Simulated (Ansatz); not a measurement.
Crystal: CdTe.

```
Te Cd
1.0
     0.00000    3.20500    3.20500
     3.20500    0.00000    3.20500
     3.20500    3.20500    0.00000
Te Cd
1 1
Direct
  0.75000 0.75000 0.75000
  0.00000 0.00000 0.00000
```

* Program: Ansatz 0.2.0
* Task: single point
* Functional: PBE
* Potentials or basis: all-electron LAPW, scalar-relativistic
* Cutoff: 260 eV (chosen from the basis error)
* Basis error allowed: 0.001 eV/atom
* k mesh: 7 × 7 × 7
* Occupations: fermi-dirac, width 0.05 eV
* Spin: no spin polarisation

On this cell: pressure 4.3 GPa; largest force zero by symmetry; band gap on the k mesh 0.87 eV, direct.

The same run follows on a disturbed copy (atoms moved at random, drawn with an rms of 0.05 Å):

```
Te Cd
1.0
     0.00000    3.20500    3.20500
     3.20500    0.00000    3.20500
     3.20500    3.20500    0.00000
Te Cd
1 1
Cartesian
  4.7823 4.7885 4.7565
  -0.0187 -0.0085 0.0216
```

**Question.** What changes?

**Answer.** The energy moves by +7.0 meV/atom; pressure 4.4 GPa; largest force 0.381 eV/Å; band gap on the k mesh 0.83 eV, direct.

Forces in eV/Å, atoms in the order of the input:
```
Te   0.021  0.047  0.378
Cd  -0.021 -0.047 -0.378
```

Stress tensor (GPa, compression positive):
```
 4.39 -1.38 -0.18
-1.38  4.39 -0.09
-0.18 -0.09  4.28
```

Caveats: spin-orbit coupling is left out, which moves the levels of the heavy elements.

